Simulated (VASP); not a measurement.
**BAs (F-43m) under uniaxial stress along [111]**

Wanted: the response of BAs to uniaxial stress along [111], as a table, with a fit that predicts a row left out.

Main program and level: VASP 6.6.1; LDA; plane waves and PAW (B, As), in the first sound run; inputs show where later runs differ.

Report form: the programs' logs are mostly left out.

## (1) Set-up

The structure is cubic, space group F-43m (No. 216). Conventional cell: a = 4.777 Å, b = 4.777 Å, c = 4.777 Å, α = 90.00°, β = 90.00°, γ = 90.00°. Nearest to B lie 4 As at 2.07 Å. Nearest to As lie 4 B at 2.07 Å. Farther neighbours are not listed.

Coordinates:

```xyz
2
Lattice="0.0000 2.3885 2.3885 2.3885 0.0000 2.3885 2.3885 2.3885 0.0000" Properties=species:S:1:pos:R:3 pbc="T T T"
B     0.0000    0.0000    0.0000
As    1.1943    1.1943    1.1943
```

## (2) Relax the crystal, LDA

The series starts from the cell that this level prefers, so that zero strain is near zero stress.

This step took 2 runs in a row; the last is shown.

Level: LDA; plane waves and PAW (B, As).

INCAR

```
SYSTEM = BAs
PREC = Accurate
ENCUT = 480
EDIFF = 1E-07
NELM = 120
ISMEAR = 0
SIGMA = 0.02
LREAL = .FALSE.
ALGO = Normal
GGA = CA
NBANDS = 10
LASPH = .TRUE.
LORBIT = 11
LWAVE = .FALSE.
LCHARG = .FALSE.
KPAR = 12
IBRION = 2
NSW = 40
ISIF = 3
EDIFFG = -0.005
POTIM = 0.4
```

POSCAR

```
BAs
1.0
    0.0000000000      2.3711864423      2.3711864423
    2.3711864423      0.0000000000      2.3711864423
    2.3711864423      2.3711864423      0.0000000000
B As
1 1
Direct
    0.0000000000      0.0000000000      0.0000000000
    0.2500000000      0.2500000000      0.2500000000
```

KPOINTS

```
Automatic mesh
0
Gamma
11 11 11
0 0 0
```

PAW data sets: B and As (LDA family, release 64).

Started as:

```console
> mpirun -np 12 vasp_std
```

Wall time 1.8 s (12 MPI ranks of Intel Xeon 6975P-C (Granite Rapids), shared host); peak memory 1.5 GiB.

Read from the output:

```
energy(sigma→0) of the program : -12.9263 eV
stress, compression positive   : 0.00 along [111], 0.00 across it (mean), GPa
volume                         : 26.664 Å³
ionic steps                    : 1
```

## (3) Strain across the axis, LDA

One member in full: the axis is strained by 2 %, and the two directions across it are strained alike until their mean stress is under 0.012 GPa or five steps are spent.

This step took 3 runs, each at a new trial strain with the atoms of the one before; the last is shown.

Level: LDA; plane waves and PAW (B, As); cell typed or built by script.

INCAR: that of step 2 with these lines changed.

```diff
@@ -15,7 +15,7 @@
 LCHARG = .FALSE.
-KPAR = 12
-IBRION = 2
-NSW = 40
-ISIF = 3
-EDIFFG = -0.005
-POTIM = 0.4
+KPAR = 3
+IBRION = 1
+NSW = 25
+ISIF = 2
+EDIFFG = -0.004
+POTIM = 0.3
```

POSCAR

```
BAs
1.0
    0.0348487220      2.4011858100      2.4011858100
    2.4011858100      0.0348487220      2.4011858100
    2.4011858100      2.4011858100      0.0348487220
B As
1 1
Direct
    0.0005987650      0.0005987650      0.0005987650
    0.2494012350      0.2494012350      0.2494012350
```

KPOINTS is that of step 2.

Started as:

```console
> mpirun -np 3 vasp_std
```

Run time: 4.8 s. Hardware: 3 MPI ranks; peak memory 0.41 GiB.

This run gave:

| Item | Value |
| --- | --- |
| energy(sigma→0) of the program | -12.9153 eV |
| stress, compression positive | -6.59 along [111], 0.01 across it (mean), GPa |
| ionic steps | 1 |

## (4) Band edges, TB-mBJ with spin-orbit coupling

Short lines in KPOINTS_OPT sample the zone centre along and across the axis, for masses, and the other valleys.

Level: TB-mBJ, spin-orbit coupling; plane waves and PAW (B, As); cell typed or built by script.

TB-mBJ has no energy functional, so the total energy, stress and pressure in this output mean nothing.

INCAR

```
SYSTEM = BAs
PREC = Accurate
ENCUT = 480
EDIFF = 1E-06
NELM = 150
ISMEAR = 0
SIGMA = 0.02
LREAL = .FALSE.
ALGO = Normal
METAGGA = MBJ
LASPH = .TRUE.
LNONCOLLINEAR = .TRUE.
MAGMOM = 0 0 0 0 0 0
NBANDS = 18
GGA_COMPAT = .FALSE.
LSORBIT = .TRUE.
LWAVE = .FALSE.
LCHARG = .FALSE.
KPAR = 3
```

POSCAR is that of step 3.

KPOINTS

```
Automatic mesh
0
Gamma
9 9 9
0 0 0
```

KPOINTS_OPT

```
Line mode
6
Line-mode
Reciprocal
  0.00000000   0.00000000   0.00000000
  0.02222416   0.02222416   0.02222416

  0.00000000   0.00000000   0.00000000
 -0.01331532   0.01331532  -0.00000000

  0.31000000   0.31000000   0.00000000
  0.50000000   0.50000000   0.00000000

  0.00000000   0.31000000   0.31000000
  0.00000000   0.50000000   0.50000000

  0.45000000   0.45000000   0.45000000
  0.50000000   0.50000000   0.50000000

  0.45000000   0.00000000   0.00000000
  0.50000000   0.00000000   0.00000000

  0.42500000   0.42500000   0.00000000
  0.42527732   0.44410803   0.01910803

  0.50000000   0.50000000   0.50000000
  0.48668468   0.51331532   0.50000000
```

Started as:

```console
> mpirun -np 3 vasp_ncl
```

Run time: 78 s. Hardware: 3 MPI ranks; peak memory 1 GiB.

## (5) Band edges, r2SCAN with spin-orbit coupling

Level: r2SCAN, spin-orbit coupling; plane waves and PAW (B, As); cell typed or built by script.

INCAR: that of step 4 with these lines changed.

```diff
@@ -4,3 +4,3 @@
 EDIFF = 1E-06
-NELM = 150
+NELM = 100
 ISMEAR = 0
@@ -9,3 +9,3 @@
 ALGO = Normal
-METAGGA = MBJ
+METAGGA = R2SCAN
 LASPH = .TRUE.
```

POSCAR is that of step 4.

KPOINTS is that of step 4.

KPOINTS_OPT is that of step 4.

Started as:

```console
> mpirun -np 3 vasp_ncl
```

Run time: 81 s. Hardware: 3 MPI ranks; peak memory 0.99 GiB.

This run gave:

* energy(sigma→0) of the program: -170.3893 eV
* stress, compression positive: -3.41 along [111], 3.59 across it (mean), GPa

The run ends at a pressure of 1.26 GPa, with forces up to 0.0071 eV/Å.

## (6) All members

Runs beyond LDA use the data sets made with LDA; this shifts their levels slightly, and their total energies have another zero (at TB-mBJ, which has no energy functional, they mean nothing).

The other members went through these steps as far as the tables show, with the same cutoff and, step by step, the same mesh; 41 runs are not shown. The session took 1.4 core hours (wall time by ranks) on a shared machine.

```
strain along the axis (%)  strain across the axis (%)  stress along the axis, tension positive (GPa)  energy above the unstrained row (meV/atom)  gap on the mesh, LDA (eV)
                   -2.000                       0.242                                         -7.155                                       5.940                      0.974
                   -1.500                       0.178                                         -5.318                                       3.326                      1.020
                   -1.000                       0.117                                         -3.518                                       1.478                      1.063
                   -0.500                       0.058                                         -1.742                                       0.374                      1.100
                        0                       0.000                                         -0.001                                       0.000                      1.136
                    0.500                      -0.055                                          1.697                                       0.345                      1.122
                    1.000                      -0.106                                          3.373                                       1.386                      1.109
                    1.500                      -0.157                                          5.002                                       3.109                      1.094
                    2.000                      -0.205                                          6.593                                       5.498                      1.079
```

Slopes at zero strain, from cubics through all rows: strain ratio -0.112, stress over strain 344 GPa.

Band edges at TB-mBJ with spin-orbit coupling, counted from the valence-band top at Γ, spin-orbit pairs averaged, with one row partly withheld:

```
strain along the axis (%)  gap (eV)  conduction band at Γ (eV)  Δ or X valley along z (eV)  Δ or X valley along x (eV)  lowest conduction level at L, [111] (eV)  lowest conduction level at L, [-111] (eV)  second valence level below the top (eV)  third valence level below the top (eV)
                   -2.000     1.525                      3.468                       1.520                       1.520                                     2.975                                      3.388                                    0.176                                   0.341
                   -1.500     1.571                      3.518                       1.565                       1.565                                     3.065                                      3.374                                    0.126                                   0.297
                   -1.000     1.611                      3.563                       1.606                       1.606                                     3.153                                      3.358                                    0.078                                   0.257
                   -0.500     1.643                      3.599                       1.639                       1.639                                         ?                                      3.336                                    0.036                                   0.226
                        0     1.669                      3.622                       1.665                       1.665                                     3.309                                      3.309                                    0.000                                   0.205
                    0.500     1.656                      3.591                       1.652                       1.652                                     3.346                                      3.244                                    0.031                                   0.225
                    1.000     1.644                      3.538                       1.639                       1.639                                     3.384                                      3.181                                    0.053                                   0.249
                    1.500     1.629                      3.465                       1.624                       1.624                                     3.421                                      3.118                                    0.071                                   0.278
                    2.000     1.614                      3.380                       1.608                       1.608                                     3.457                                      3.054                                    0.083                                   0.310
```

Band edges at r2SCAN with spin-orbit coupling, counted from the valence-band top at Γ, spin-orbit pairs averaged:

```
strain along the axis (%)  gap (eV)  conduction band at Γ (eV)  Δ or X valley along z (eV)  Δ or X valley along x (eV)  lowest conduction level at L, [111] (eV)  lowest conduction level at L, [-111] (eV)  second valence level below the top (eV)  third valence level below the top (eV)
                   -2.000     1.150                      3.114                       1.142                       1.142                                     2.694                                      3.127                                    0.174                                   0.347
                   -1.500     1.193                      3.163                       1.188                       1.188                                     2.785                                      3.108                                    0.125                                   0.305
                   -1.000     1.232                      3.208                       1.228                       1.228                                     2.873                                      3.088                                    0.077                                   0.266
                   -0.500     1.263                      3.244                       1.260                       1.260                                     2.954                                      3.062                                    0.036                                   0.236
                        0     1.288                      3.267                       1.284                       1.284                                     3.030                                      3.030                                    0.000                                   0.215
                    0.500     1.274                      3.235                       1.270                       1.270                                     3.069                                      2.962                                    0.031                                   0.235
                    1.000     1.259                      3.181                       1.256                       1.256                                     3.108                                      2.895                                    0.054                                   0.258
                    1.500     1.243                      3.105                       1.239                       1.239                                     3.146                                      2.827                                    0.072                                   0.287
                    2.000     1.226                      3.016                       1.220                       1.220                                     3.183                                      2.759                                    0.085                                   0.319
```

## (7) Fit and prediction

The quantity to fit is the splitting of the lowest conduction levels at the L points ([111] less [-111]) at TB-mBJ with spin-orbit coupling: -0.413, -0.309, -0.205, 0.000, 0.102, 0.203, 0.303, 0.403 eV in the rows shown.

A least-squares parabola through the 8 rows shown, with d the strain along the axis less the strain across it, in %: E = − 3.48e-4 d² + 0.1836 d + 1.45e-4 (eV), r.m.s. residual 1.0e-4 eV.

For the withheld row, d = -0.5579, the fit gives -0.1024 eV.

## (8) Prediction against calculation

The calculation gives -0.1026 eV, so the prediction is 0.0002 eV too high.

The splitting is Ξu times 8/9 of d, with d as a fraction, so the linear term gives Ξu = 20.7 eV.

## (9) Results

- Poisson ratio: 0.112
- Young's modulus along the axis: 344 GPa
- gap of the unstrained cell, TB-mBJ with spin-orbit coupling: 1.67 eV
- gap of the unstrained cell, r2SCAN with spin-orbit coupling: 1.29 eV
- shear deformation potential Ξu of the lowest conduction levels at L: 20.7 eV
- error of the predicted row: 0.2 meV

What this shows: As a check, the curvature of the energy gives 344 GPa for the same modulus (energy per volume = E/2 × strain²), 0 % from the slope of the stress. At TB-mBJ with spin-orbit coupling the lowest conduction valley is Δ or X throughout, and the gap runs between 1.52 and 1.67 eV. At r2SCAN with spin-orbit coupling the lowest conduction valley is Δ or X throughout, and the gap runs between 1.15 and 1.29 eV. Hole masses are left out throughout, since the top bands are degenerate or cross in many series; of conduction masses, those of the Γ, L and (for Si and Ge under (001) strain) Δ valleys are kept where they change by under an eighth between rows. A measured gap of unstrained BAs is 4.12 eV (arxiv:1911.04914, direct gap from square of absorption coefficient, average of two samples, so it belongs beside the lowest direct gap, not the least one, 300 K); the static gaps here belong to the lattice relaxed at LDA. TB-mBJ is a potential fitted for gaps; it has no energy functional, so its total energies and forces mean nothing, and its bands tend to come out too narrow. r2SCAN opens gaps somewhat over GGA but leaves them below measured values as a rule. Δ or X levels are the lowest on their line, refined by a parabola unless they lie at X; the gap is read from all points sampled and can differ from the lowest valley by some meV, or by tens of meV where strain moves the valence top off Γ. Temperature, zero-point motion and excitons are left out.

[Lines on the potential files, build, host, timing and source positions are cut from VASP's logs without a mark.]

[Logs are printed without paths, hosts, clocks, repeated set-up lines and the standing remarks that a program may print on its own settings, such as how far it seeks lower states.]

[Hosts, paths, dates, database ids (printed as entryN), source tags and the programs' standing remarks are cut or masked in the printed files.]

[In band tables of VASP the shares of atoms and orbitals are scaled to a sum of 1 inside the atoms' spheres.]
